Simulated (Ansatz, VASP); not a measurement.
# Zn: VASP beside Ansatz

```
CELL_PARAMETERS angstrom
4.45180 0.00000 0.00000
-2.22590 3.85537 0.00000
0.00000 0.00000 2.55923
ATOMIC_POSITIONS crystal
Zn 0.00000 0.00000 0.00000
Zn 0.33333 0.66667 0.50000
Zn 0.66667 0.33333 0.50000
```

Alike in both runs: functional PBEsol; k mesh 6 × 6 × 6; occupations gaussian, width 0.1 eV; no spin polarisation.

Ansatz relaxed the structure, and its values are those at the end. VASP's run is a single point on that final structure, the one shown.

|  | VASP | Ansatz |
| --- | --- | --- |
| version | VASP 6.6.1 | Ansatz 0.2.0 |
| potentials or method | VASP PAW PBE potentials, release 64 (Zn) | scalar-relativistic, plane waves, PAW |
| plane-wave cutoff (eV) | 520 | 420 |
| valence electrons in the cell | 36 | 36 |

|  | VASP | Ansatz | Ansatz less VASP |
| --- | --- | --- | --- |
| gap on the k mesh at the Fermi level (eV) | none | none | - |
| pressure (GPa) | 0.5 | 0.2 | -0.37 |

A gap of «none» marks a metal or a gap that the smearing closes.

Caveats: the k mesh is coarse (spacing up to 0.41 Å⁻¹), so the values aren't converged; the PAW data sets were made with another functional, which shifts forces and pressure a little (VASP).
